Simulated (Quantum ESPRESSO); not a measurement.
# GaAs (F-43m) in Quantum ESPRESSO: further runs, part 2 of 3

Quantum ESPRESSO 7.5. The steps go on from the part before.

## 4. Dielectric tensor, PBEsol

Contents of pw.in:

```
&CONTROL
  calculation = 'scf'
  prefix = 'pwscf'
  outdir = './tmp'
  pseudo_dir = './pseudo'
  tprnfor = .true.
  tstress = .true.
  disk_io = 'low'
/
&SYSTEM
  ibrav = 0
  nat = 2
  ntyp = 2
  ecutwfc = 84
  nbnd = 21
  occupations = 'smearing'
  smearing = 'fd'
  degauss = 0.00367493
/
&ELECTRONS
  conv_thr = 4d-10
  electron_maxstep = 120
  mixing_beta = 0.5
/
ATOMIC_SPECIES
As    74.9216 As.upf
Ga    69.7230 Ga.upf
CELL_PARAMETERS bohr
   0.0000000000    5.3419722954    5.3419722954
   5.3419722954    0.0000000000    5.3419722954
   5.3419722954    5.3419722954    0.0000000000
ATOMIC_POSITIONS bohr
As     8.0129584431    8.0129584431    8.0129584431
Ga     0.0000000000    0.0000000000    0.0000000000
K_POINTS automatic
6 6 6 1 1 1
```

Contents of gamma.in:

```
&CONTROL
  calculation = 'bands'
  prefix = 'pwscf'
  outdir = './tmp'
  pseudo_dir = './pseudo'
  disk_io = 'low'
  verbosity = 'high'
/
&SYSTEM
  ibrav = 0
  nat = 2
  ntyp = 2
  ecutwfc = 84
  nbnd = 21
  occupations = 'smearing'
  smearing = 'fd'
  degauss = 0.00367493
/
&ELECTRONS
  conv_thr = 1d-08
  electron_maxstep = 120
  mixing_beta = 0.5
  diago_full_acc = .true.
  startingwfc = 'random'
/
ATOMIC_SPECIES
As    74.9216 As.upf
Ga    69.7230 Ga.upf
CELL_PARAMETERS bohr
   0.0000000000    5.3419722954    5.3419722954
   5.3419722954    0.0000000000    5.3419722954
   5.3419722954    5.3419722954    0.0000000000
ATOMIC_POSITIONS bohr
As     8.0129584431    8.0129584431    8.0129584431
Ga     0.0000000000    0.0000000000    0.0000000000
K_POINTS crystal
1
0.0 0.0 0.0 1
```

Contents of scf2.in:

```
&CONTROL
  calculation = 'scf'
  prefix = 'pwscf'
  outdir = './tmp'
  pseudo_dir = './pseudo'
  tprnfor = .true.
  tstress = .true.
  disk_io = 'low'
/
&SYSTEM
  ibrav = 0
  nat = 2
  ntyp = 2
  ecutwfc = 84
  nbnd = 21
  occupations = 'fixed'
/
&ELECTRONS
  conv_thr = 1d-13
  electron_maxstep = 120
  mixing_beta = 0.5
  startingpot = 'file'
/
ATOMIC_SPECIES
As    74.9216 As.upf
Ga    69.7230 Ga.upf
CELL_PARAMETERS bohr
   0.0000000000    5.3419722954    5.3419722954
   5.3419722954    0.0000000000    5.3419722954
   5.3419722954    5.3419722954    0.0000000000
ATOMIC_POSITIONS bohr
As     8.0129584431    8.0129584431    8.0129584431
Ga     0.0000000000    0.0000000000    0.0000000000
K_POINTS automatic
6 6 6 1 1 1
```

Contents of ph.in:

```
dielectric of GaAs
&INPUTPH
  prefix = 'pwscf'
  outdir = './tmp'
  tr2_ph = 1d-18
  fildyn = 'dyn'
  niter_ph = 90
  alpha_mix(1) = 0.7
  epsil = .true.
  trans = .false.
  zeu = .true.
/
0.0000000000 0.0000000000 0.0000000000
```

Potentials or basis: PseudoDojo 0.4.1 SR PBEsol standard.

The run is started by

```sh
OMP_NUM_THREADS=1 pw.x -in pw.in > pw.out
OMP_NUM_THREADS=1 pw.x -in gamma.in > gamma.out
OMP_NUM_THREADS=1 pw.x -in scf2.in > scf2.out
OMP_NUM_THREADS=1 ph.x -in ph.in > ph.out
```

pw.out:

```text
This program is part of the open-source Quantum ESPRESSO suite
     for quantum simulation of materials; please cite
         "P. Giannozzi et al., J. Phys.:Condens. Matter 21 395502 (2009);
         "P. Giannozzi et al., J. Phys.:Condens. Matter 29 465901 (2017);
         "P. Giannozzi et al., J. Chem. Phys. 152 154105 (2020);
     in publications or presentations arising from this work. More details at

     Message from routine setup:
     using ibrav=0 with symmetry is DISCOURAGED, use correct ibrav instead

     G-vector sticks info
     --------------------
     sticks:   dense  smooth     PW     G-vecs:    dense   smooth      PW
     Sum        1333    1333    379                31775    31775    5029

     Using Slab Decomposition

     bravais-lattice index     =            0
     lattice parameter (alat)  =       7.5547  a.u.
     unit-cell volume          =     304.8842 (a.u.)^3
     number of atoms/cell      =            2
     number of atomic types    =            2
[... 259 lines left out ...]
    -6.0726  -6.0493  -2.0745   2.5684   5.5398   6.2697  11.0208  12.1421
    14.8912  16.8989  18.8461  20.5789  21.8666

          k =-0.4125 0.0589 0.0589 (  3977 PWs)   bands (ev):
[... 61 lines left out ...]
   -26.5593 -26.5588 -26.5586 -26.5496 -26.5494  -6.2217  -6.1128  -6.1094
    -6.0583  -6.0548  -2.1300   2.1536   5.8156   7.1838  10.9624  13.1582
    14.1811  16.5492  18.0728  19.0235  19.6813

     the Fermi energy is     9.1189 ev

!    total energy              =    -364.61513935 Ry
     estimated scf accuracy    <          3.1E-10 Ry
     smearing contrib. (-TS)   =      -0.00000004 Ry
     internal energy E=F+TS    =    -364.61513931 Ry

     The total energy is F=E-TS. E is the sum of the following terms:
     one-electron contribution =    -192.38001851 Ry
     hartree contribution      =     114.58534764 Ry
     xc contribution           =     -88.46763466 Ry
     ewald contribution        =    -198.35283378 Ry

     convergence has been achieved in   8 iterations

     Forces acting on atoms (cartesian axes, Ry/au):

     atom    1 type  1   force =     0.00000000    0.00000000   -0.00000000
     atom    2 type  2   force =     0.00000000    0.00000000    0.00000000

     Total force =     0.000000     Total SCF correction =     0.000000

     Computing stress (Cartesian axis) and pressure

          total   stress  (Ry/bohr**3)                   (kbar)     P=        2.84
   0.00001932   0.00000000   0.00000000            2.84        0.00        0.00
   0.00000000   0.00001932   0.00000000            0.00        2.84        0.00
   0.00000000   0.00000000   0.00001932            0.00        0.00        2.84

=------------------------------------------------------------------------------=
   JOB DONE.
=------------------------------------------------------------------------------=
```

scf2.out:

```text
This program is part of the open-source Quantum ESPRESSO suite
     for quantum simulation of materials; please cite
         "P. Giannozzi et al., J. Phys.:Condens. Matter 21 395502 (2009);
         "P. Giannozzi et al., J. Phys.:Condens. Matter 29 465901 (2017);
         "P. Giannozzi et al., J. Chem. Phys. 152 154105 (2020);
[... 342 lines left out ...]
   0.00000000   0.00001947   0.00000000            0.00        2.86        0.00
  -0.00000000   0.00000000   0.00001947           -0.00        0.00        2.86

=------------------------------------------------------------------------------=
   JOB DONE.
=------------------------------------------------------------------------------=
```

It took 7 min on 1 thread of Arm Neoverse V2, shared host; peak memory 0.09 GiB.

Results:

```yaml
Free_energy: -4960.8417 eV
Pressure: 0.3 GPa
Electronic_dielectric_tensor_diagonal: 14.32
Born_charges_mean_of_the_diagonal: As -2.14; Ga +2.11 e
```

Electronic dielectric tensor:
```
14.32  0.00  0.00
 0.00 14.32  0.00
 0.00  0.00 14.32
```

Born effective charge tensors (e):
atom 1, As
```
-2.14  0.00  0.00
 0.00 -2.14  0.00
 0.00  0.00 -2.14
```
atom 2, Ga
```
2.11 0.00 0.00
0.00 2.11 0.00
0.00 0.00 2.11
```

Caveat: the mesh is thin for the dielectric tensor, Born charges and intensities, which usually come out too large; the gap on the mesh is small and may close between mesh points, in which case fixed occupations spoil the response.

## 5. Dielectric tensor, WC

Changes to pw.in since step 4:

```diff
@@ -15,2 +15,3 @@
   nbnd = 21
+  input_dft = 'wc'
   occupations = 'smearing'
```

Changes to gamma.in since step 4:

```diff
@@ -14,2 +14,3 @@
   nbnd = 21
+  input_dft = 'wc'
   occupations = 'smearing'
```

Changes to scf2.in since step 4:

```diff
@@ -15,2 +15,3 @@
   nbnd = 21
+  input_dft = 'wc'
   occupations = 'fixed'
```

ph.in is that of step 4.

Potentials or basis: PseudoDojo 0.4.1 SR PBE standard.

The run is started by

```sh
OMP_NUM_THREADS=1 pw.x -in pw.in > pw.out
OMP_NUM_THREADS=1 pw.x -in gamma.in > gamma.out
OMP_NUM_THREADS=1 pw.x -in scf2.in > scf2.out
OMP_NUM_THREADS=1 ph.x -in ph.in > ph.out
```

pw.out:

```text
This program is part of the open-source Quantum ESPRESSO suite
     for quantum simulation of materials; please cite
         "P. Giannozzi et al., J. Phys.:Condens. Matter 21 395502 (2009);
         "P. Giannozzi et al., J. Phys.:Condens. Matter 29 465901 (2017);
         "P. Giannozzi et al., J. Chem. Phys. 152 154105 (2020);
     in publications or presentations arising from this work. More details at

     IMPORTANT: XC functional enforced from input :
     Exchange-correlation= WC
                           (   1   4  11   4   0   0   0)
     Any further DFT definition will be discarded
     Please, verify this is what you really want

     Message from routine setup:
     using ibrav=0 with symmetry is DISCOURAGED, use correct ibrav instead

     G-vector sticks info
     --------------------
     sticks:   dense  smooth     PW     G-vecs:    dense   smooth      PW
     Sum        1333    1333    379                31775    31775    5029

     Using Slab Decomposition

     bravais-lattice index     =            0
     lattice parameter (alat)  =       7.5547  a.u.
     unit-cell volume          =     304.8842 (a.u.)^3
     number of atoms/cell      =            2
     number of atomic types    =            2
     number of electrons       =        28.00
     number of Kohn-Sham states=           21
     kinetic-energy cutoff     =      84.0000  Ry
     charge density cutoff     =     336.0000  Ry
     scf convergence threshold =      4.0E-10
     mixing beta               =       0.5000
     number of iterations used =            8  plain     mixing
     Exchange-correlation= WC
                           (   1   4  11   4   0   0   0)

     celldm(1)=   7.554690  celldm(2)=   0.000000  celldm(3)=   0.000000
     celldm(4)=   0.000000  celldm(5)=   0.000000  celldm(6)=   0.000000

     crystal axes: (cart. coord. in units of alat)
               a(1) = (   0.000000   0.707107   0.707107 )
               a(2) = (   0.707107   0.000000   0.707107 )
               a(3) = (   0.707107   0.707107   0.000000 )

     reciprocal axes: (cart. coord. in units 2 pi/alat)
               b(1) = ( -0.707107  0.707107  0.707107 )
               b(2) = (  0.707107 -0.707107  0.707107 )
               b(3) = (  0.707107  0.707107 -0.707107 )

     PseudoPot. # 1 for As read from file:
     As.upf
     Pseudo is Norm-conserving + core correction, Zval = 15.0
     Generated using ONCVPSP code by D. R. Hamann
     Using radial grid of 1358 points,  6 beta functions with:
                l(1) =   0
                l(2) =   0
                l(3) =   1
                l(4) =   1
                l(5) =   2
                l(6) =   2

     PseudoPot. # 2 for Ga read from file:
     Ga.upf
     Pseudo is Norm-conserving + core correction, Zval = 13.0
     Generated using ONCVPSP code by D. R. Hamann
     Using radial grid of 1902 points,  6 beta functions with:
                l(1) =   0
                l(2) =   0
                l(3) =   1
                l(4) =   1
                l(5) =   2
                l(6) =   2

     atomic species   valence    mass     pseudopotential
     As               15.00    74.92160     As( 1.00)
     Ga               13.00    69.72300     Ga( 1.00)

     24 Sym. Ops. (no inversion) found

   Cartesian axes

     site n.     atom                  positions (alat units)
         1        As     tau(   1) = (   1.0606602   1.0606602   1.0606602  )
         2        Ga     tau(   2) = (   0.0000000   0.0000000   0.0000000  )

     number of k points=    28  Fermi-Dirac smearing, width (Ry)=  0.0037
                       cart. coord. in units 2pi/alat
        k(    1) = (   0.0589256   0.0589256   0.0589256), wk =   0.0185185
        k(    2) = (   0.1767767   0.1767767  -0.0589256), wk =   0.0555556
        k(    3) = (   0.2946278   0.2946278  -0.1767767), wk =   0.0555556
        k(    4) = (  -0.2946278  -0.2946278   0.4124790), wk =   0.0555556
        k(    5) = (  -0.1767767  -0.1767767   0.2946278), wk =   0.0555556
        k(    6) = (  -0.0589256  -0.0589256   0.1767767), wk =   0.0555556
[... 20 lines left out ...]
        k(   27) = (   0.2946278   0.2946278   0.2946278), wk =   0.0185185
        k(   28) = (  -0.2946278  -0.2946278   0.8838835), wk =   0.0555556

     Dense  grid:    31775 G-vectors     FFT dimensions: (  45,  45,  45)

     Initial potential from superposition of free atoms

     starting charge      27.9971, renormalised to      28.0000
     Starting wfcs are   18 randomized atomic wfcs +    3 random wfcs

     Self-consistent Calculation

     iteration #  1     ecut=    84.00 Ry     beta= 0.50
     Davidson diagonalization with overlap
     ethr =  1.00E-02,  avg # of iterations =  5.5

     Threshold (ethr) on eigenvalues was too large:
     Diagonalizing with lowered threshold

     Davidson diagonalization with overlap
     ethr =  1.80E-04,  avg # of iterations =  3.2

     total energy              =    -364.67766339 Ry
     estimated scf accuracy    <       0.05096582 Ry
[... 50 lines left out ...]
     iteration #  9     ecut=    84.00 Ry     beta= 0.50
     Davidson diagonalization with overlap
     ethr =  2.32E-12,  avg # of iterations =  2.0

     End of self-consistent calculation

          k = 0.0589 0.0589 0.0589 (  3915 PWs)   bands (ev):

   -26.4282 -26.4282 -26.4282 -26.4179 -26.4179  -6.0922  -6.0837  -6.0837
    -6.0052  -6.0052  -4.0438   7.3893   8.5307   8.5307   9.9173  12.4972
    12.5332  12.5332  16.5011  18.2561  18.2561

          k = 0.1768 0.1768-0.0589 (  3949 PWs)   bands (ev):

   -26.4282 -26.4279 -26.4278 -26.4179 -26.4178  -6.1217  -6.0773  -6.0743
    -6.0071  -6.0038  -3.6242   5.2955   7.4340   8.3152  10.6577  12.8632
    12.8863  14.0071  16.9826  17.6492  18.3454

          k = 0.2946 0.2946-0.1768 (  3946 PWs)   bands (ev):

   -26.4280 -26.4275 -26.4275 -26.4178 -26.4177  -6.1591  -6.0670  -6.0662
    -6.0050  -6.0022  -2.7607   2.8958   6.8831   7.7098  10.3096  13.3099
    13.3666  15.8160  17.7103  17.8896  19.9333

          k =-0.2946-0.2946 0.4125 (  3956 PWs)   bands (ev):
[... 19 lines left out ...]
   -26.4285 -26.4276 -26.4275 -26.4181 -26.4176  -6.1386  -6.0682  -6.0673
    -6.0129  -6.0006  -3.4191   4.9616   7.2408   7.3005  11.0725  11.8905
    14.3046  14.4570  16.2133  19.0176  19.2940

          k = 0.4125 0.1768-0.0589 (  3964 PWs)   bands (ev):

   -26.4284 -26.4272 -26.4271 -26.4181 -26.4174  -6.1666  -6.0598  -6.0562
    -6.0157  -5.9987  -2.7015   3.3599   6.0289   6.9036  11.3203  12.3678
    14.0183  15.5040  17.8305  19.9391  20.6646

          k =-0.1768-0.4125 0.5303 (  3966 PWs)   bands (ev):
[... 7 lines left out ...]
   -26.4280 -26.4275 -26.4271 -26.4179 -26.4175  -6.1695  -6.0617  -6.0568
    -6.0102  -6.0020  -2.4312   2.8445   5.4233   7.1410  11.6373  13.0233
    14.1511  15.3163  17.5797  19.0795  20.9160

          k = 0.0589-0.1768 0.2946 (  3955 PWs)   bands (ev):

   -26.4283 -26.4276 -26.4275 -26.4180 -26.4176  -6.1434  -6.0696  -6.0669
    -6.0103  -6.0015  -3.2341   4.2962   6.6945   7.7319  11.2455  12.3694
    14.0581  14.2394  16.8334  18.5913  19.3609

          k = 0.5303 0.0589 0.0589 (  3982 PWs)   bands (ev):
[... 7 lines left out ...]
   -26.4287 -26.4268 -26.4265 -26.4183 -26.4171  -6.1944  -6.0454  -6.0397
    -6.0230  -5.9963  -1.6686   1.9831   5.2375   5.9173  10.7947  11.8511
    16.1530  17.3684  18.8387  20.8840  21.6067

          k = 0.0589-0.4125 0.5303 (  3970 PWs)   bands (ev):

   -26.4280 -26.4273 -26.4267 -26.4180 -26.4174  -6.1842  -6.0558  -6.0464
    -6.0134  -6.0019  -1.8098   2.1427   4.7795   6.4390  11.2955  14.0065
    14.9215  16.0577  16.9788  19.1869  22.1707

          k = 0.1768-0.2946 0.4125 (  3959 PWs)   bands (ev):

   -26.4280 -26.4274 -26.4272 -26.4178 -26.4176  -6.1703  -6.0634  -6.0600
    -6.0071  -6.0010  -2.3791   2.3889   6.1827   7.2129  10.9446  12.8426
    14.1226  15.8358  18.1142  19.2014  20.2902

          k =-0.6482 0.0589 0.0589 (  3976 PWs)   bands (ev):

   -26.4290 -26.4265 -26.4265 -26.4184 -26.4170  -6.1994  -6.0387  -6.0367
    -6.0289  -5.9935  -1.6977   1.9338   5.7152   6.0344  10.1382  10.6867
    17.8719  18.1827  19.3486  21.4302  21.5124

          k =-0.5303 0.1768-0.0589 (  3973 PWs)   bands (ev):

   -26.4286 -26.4270 -26.4267 -26.4182 -26.4172  -6.1847  -6.0510  -6.0457
    -6.0206  -5.9969  -2.1139   2.5376   5.5214   6.2523  10.9942  12.1129
    14.8657  16.8765  18.8089  20.5595  21.8540

          k =-0.4125 0.0589 0.0589 (  3977 PWs)   bands (ev):

   -26.4287 -26.4271 -26.4271 -26.4182 -26.4173  -6.1665  -6.0557  -6.0548
    -6.0196  -5.9974  -2.8519   3.7525   6.5062   6.6946  10.5844  11.7318
    15.1728  15.7393  17.2543  20.2220  20.6143

          k = 0.1768 0.1768 0.1768 (  3951 PWs)   bands (ev):
[... 37 lines left out ...]
   -26.4281 -26.4274 -26.4265 -26.4181 -26.4173  -6.1890  -6.0531  -6.0414
    -6.0167  -6.0006  -1.6388   2.0346   4.9393   5.6805  12.1524  13.3031
    14.2981  15.6744  18.7008  20.9285  21.5411

          k =-0.7660 0.1768 0.1768 (  3963 PWs)   bands (ev):

   -26.4284 -26.4269 -26.4267 -26.4181 -26.4172  -6.1900  -6.0500  -6.0429
    -6.0190  -5.9986  -1.7100   2.0315   4.8266   6.4040  10.5473  13.2322
    16.0274  16.4979  17.7121  19.4327  22.4950

          k = 0.2946 0.2946 0.2946 (  3954 PWs)   bands (ev):
[... 7 lines left out ...]
   -26.4279 -26.4274 -26.4272 -26.4178 -26.4176  -6.1748  -6.0616  -6.0581
    -6.0060  -6.0024  -2.1691   2.1260   5.7942   7.1660  10.9269  13.1347
    14.1704  16.5097  18.0443  19.0198  19.6499

     the Fermi energy is     9.0866 ev

!    total energy              =    -364.68377950 Ry
     estimated scf accuracy    <          1.7E-10 Ry
     smearing contrib. (-TS)   =      -0.00000005 Ry
     internal energy E=F+TS    =    -364.68377945 Ry

     The total energy is F=E-TS. E is the sum of the following terms:
     one-electron contribution =    -191.87359742 Ry
     hartree contribution      =     114.47162470 Ry
     xc contribution           =     -88.92897296 Ry
     ewald contribution        =    -198.35283378 Ry

     convergence has been achieved in   9 iterations

     Forces acting on atoms (cartesian axes, Ry/au):

     atom    1 type  1   force =    -0.00000000    0.00000000   -0.00000000
     atom    2 type  2   force =     0.00000000    0.00000000    0.00000000

     Total force =     0.000000     Total SCF correction =     0.000000

     Computing stress (Cartesian axis) and pressure

          total   stress  (Ry/bohr**3)                   (kbar)     P=        3.58
   0.00002432   0.00000000  -0.00000000            3.58        0.00       -0.00
   0.00000000   0.00002432   0.00000000            0.00        3.58        0.00
  -0.00000000   0.00000000   0.00002432           -0.00        0.00        3.58

=------------------------------------------------------------------------------=
   JOB DONE.
=------------------------------------------------------------------------------=
```

Wall time 7.2 min (1 thread of Arm Neoverse V2, shared host); peak memory 0.09 GiB.

Results:

| Quantity | Value |
| --- | --- |
| Free energy | -4961.7756 eV |
| Pressure | 0.4 GPa |
| Electronic dielectric tensor (diagonal) | 14.56 |
| Born charges (mean of the diagonal) | As -2.16; Ga +2.13 e |

Levels at points of the mesh, in eV from the valence-band top:
```csv
k point,band 12,band 13,band 14,band 15,band 16,band 17
"(0.08, 0.08, 0.08)",-1.14,0.00,0.00,1.39,3.97,4.00
```

Electronic dielectric tensor:
```
14.56  0.00  0.00
 0.00 14.56  0.00
 0.00  0.00 14.56
```

Born effective charge tensors (e):
atom 1, As
```
-2.16  0.00  0.00
 0.00 -2.16  0.00
 0.00  0.00 -2.16
```
atom 2, Ga
```
2.13 0.00 0.00
0.00 2.13 0.00
0.00 0.00 2.13
```

Caveat: the mesh is thin for the dielectric tensor, Born charges and intensities, which usually come out too large; the potentials were made for another functional, which shifts forces and pressure; the gap on the mesh is small and may close between mesh points, in which case fixed occupations spoil the response.

(Continued in part 3 of 3.)
